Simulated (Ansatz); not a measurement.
Crystal: GaN.

```
Ga N
1.0
     5.23038    0.00000    0.00000
    -2.61519    4.52964    0.00000
     0.00000    0.00000    3.39010
Ga N
1 1
Direct
  0.00000 0.00000 0.50000
  0.00000 0.00000 0.00000
```

The cell was built by a generator and needn't be a form met in nature.

Program: Ansatz 0.2.0. Alike in all runs: potentials or basis Ansatz PAW; cell as given; k mesh 3 × 3 × 4; smearing fermi-dirac 0.05 eV; the mesh is coarse, so values aren't converged.

Problem. Order these runs on this cell by their band gap on the k mesh, lowest first.
A. level HF; spin off; cutoff (eV) 420; points for each segment of the path 4
B. level HSE06; spin SOC, no magnetisation; cutoff (eV) 420
C. level r2SCAN0; spin off; cutoff (eV) 500; points for each segment of the path 4
D. level HSE03; spin off; cutoff (eV) 420; points for each segment of the path 4
E. level PBEsol0; spin off; cutoff (eV) 420; points for each segment of the path 4

Solution. D (2.12 eV), B (2.35 eV), E (3.12 eV), C (3.27 eV), A (8.54 eV).

Caveats: all runs use coarse meshes; odd divisions of the mesh miss points on the zone boundary, where band edges often lie, so the gap on the mesh can be too wide (some runs).

A k mesh can miss the band edges.
